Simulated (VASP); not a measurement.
# Ge in VASP: how settings move the PBE single point

Aim: see what changed inputs do to the PBE single point of Ge in the diamond structure, under +3.0 % strain along z alone.

The runs shown are made with VASP 6.6.1. PAW datasets, plane waves. The values are computed, spin-unpolarised (in the reference), and not measurements.

## 1. The system as given

The cell comes from an earlier relaxation with r2SCAN in another program, then strained, with the atoms relaxed again. Some of the altered inputs switch spin polarisation on.

Space group I4_1/amd (No. 141), tetragonal; conventional cell a = 4.012 Å, c = 5.844 Å, 23.52 Å³ an atom. Around Ge lie 4 Ge at 2.48 Å.

Structure file:

```xyz
2
Lattice="0.0000 2.8369 2.9220 2.8369 0.0000 2.9220 2.8369 2.8369 0.0000" Properties=species:S:1:pos:R:3 pbc="T T T"
Ge    0.0000    0.0000    0.0000
Ge    1.4184    1.4184    1.4610
```

## 2. Reference

Contents of INCAR:

```
ENCUT = 520.000000
SIGMA = 0.020000
EDIFF = 1.00e-07
GGA = PE
PREC = Accurate
IBRION = -1
ISIF = 2
ISMEAR = -1
NBANDS = 21
NELM = 120
NSW = 0
LASPH = .TRUE.
LCHARG = .TRUE.
LELF = .TRUE.
LWAVE = .FALSE.
LREAL = .FALSE.
```

Contents of KPOINTS:

```
KPOINTS created by Atomic Simulation Environment
0
Gamma
8 8 8
0 0 0
```

Contents of POSCAR:

```
Ge
 1.0000000000000000
     0.0000000000000000    2.8368735120999999    2.9219797175000002
     2.8368735120999999    0.0000000000000000    2.9219797175000002
     2.8368735120999999    2.8368735120999999    0.0000000000000000
 Ge
   2
Cartesian
  0.0000000000000000  0.0000000000000000  0.0000000000000000
  1.4184367560499997  1.4184367560499997  1.4609898587499999
```

A file KPOINTS_OPT adds named points for the levels; it doesn't enter the self-consistent loop.

Potentials: the recommended PBE PAW datasets, 28 valence electrons.

Launch:

```sh
mpirun -np 1 vasp_std
```

## 3. Variant 1

Edit INCAR of step 2 so:

```diff
@@ -11,6 +11,6 @@
 NSW = 0
-LASPH = .TRUE.
-LCHARG = .TRUE.
-LELF = .TRUE.
+LCHARG = .FALSE.
 LWAVE = .FALSE.
 LREAL = .FALSE.
+LASPH = .FALSE.
+IVDW = 12
```

KPOINTS is that of step 2.

POSCAR is that of step 2.

## 4. Variant 2

Edit INCAR of step 2 so:

```diff
@@ -12,5 +12,5 @@
 LASPH = .TRUE.
-LCHARG = .TRUE.
-LELF = .TRUE.
+LCHARG = .FALSE.
 LWAVE = .FALSE.
 LREAL = .FALSE.
+NELECT = 27.98
```

KPOINTS is that of step 2.

POSCAR is that of step 2.

## 5. Variant 3

Edit INCAR of step 2 so:

```diff
@@ -12,5 +12,6 @@
 LASPH = .TRUE.
-LCHARG = .TRUE.
-LELF = .TRUE.
+LCHARG = .FALSE.
 LWAVE = .FALSE.
 LREAL = .FALSE.
+ISPIN = 2
+MAGMOM = 1 -1
```

KPOINTS is that of step 2.

POSCAR is that of step 2.

What does the calculation give? Wanted: for each run, changed; ending; energy change; pressure; electronic steps; usable.

**Answer**, as computed:

| run | changed | ending | energy change (meV/atom) | pressure (GPa) | gap on the mesh (eV; negative: overlap) | electronic steps | time | usable |
| --- | --- | --- | --- | --- | --- | --- | --- | --- |
| ref. | – | converged | 0 | 0.9 | -0.02 | 12 | 52 s | yes |
| 1 | LASPH = .FALSE., IVDW = 12 | converged | – | -1.0 | -0.02 | 13 | 47 s | yes |
| 2 | NELECT = 27.98 | converged | – | 0.3 | – | 12 | 46 s | no |
| 3 | ISPIN = 2, MAGMOM = 1 -1 | converged | 0.0 | 1.0 | – | 16 | 99 s | yes |

Of 3 altered inputs, 1 ended normally on a faulty or unsound input, 2 gave usable results.
